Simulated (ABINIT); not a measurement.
Runs of ABINIT 10.8.3 (patched build) on NiO. The structure is cubic, space group Fm-3m (No. 225). The conventional cell has a = 4.172 Å, b = 4.172 Å, c = 4.172 Å, α = 90.00°, β = 90.00°, γ = 90.00°. Ni (site symmetry m-3m) is surrounded by 6 O at 2.09 Å. O (site symmetry m-3m) has 6 Ni at 2.09 Å as nearest neighbours. 

```tsv
task	level	potentials or basis	k mesh	cutoff (eV)	fine-grid cutoff	gap on the mesh (eV)	pressure (GPa)	moment (μB)
band structure	AM05	JTH PAW PBE v2.0	9 × 9 × 9	1333	2000.04 eV	none	-11.4	0.44
single point	PBEsol	PseudoDojo NC SR PBEsol v0.4.1 standard	11 × 11 × 11	1333	-	none	-12.3	0.00
band structure	revPBE	JTH PAW PBE v2.0	9 × 9 × 9	1333	2000.04 eV	none	(a)	0.00
band structure	WC	JTH PAW PBE v2.0	9 × 9 × 9	1333	2000.04 eV	none	-11.4	0.00
band structure	PW91	JTH PAW PBE v2.0	9 × 9 × 9	1333	2000.04 eV	none	-2.7	0.00
```

Alike in all rows: spin collinear, ferromagnetic start; cell as given; smearing fermi-dirac 0.05 eV.

Question: Estimate the missing entries.

Answer: (a) 2.5.

Caveats: small starting moments can end in a higher magnetic state in this program; semilocal functionals often make such compounds metallic where correlation or magnetic order opens a gap, which also shifts bond lengths; the PAW data sets were made with another functional, which shifts forces and pressure a little (some runs); a cell with one magnetic atom can't hold antiferromagnetic order, which such compounds often take (some runs).

A gap of «none» marks a metal or a gap under the smearing width.

Runs at the PBE level aren't shown here.
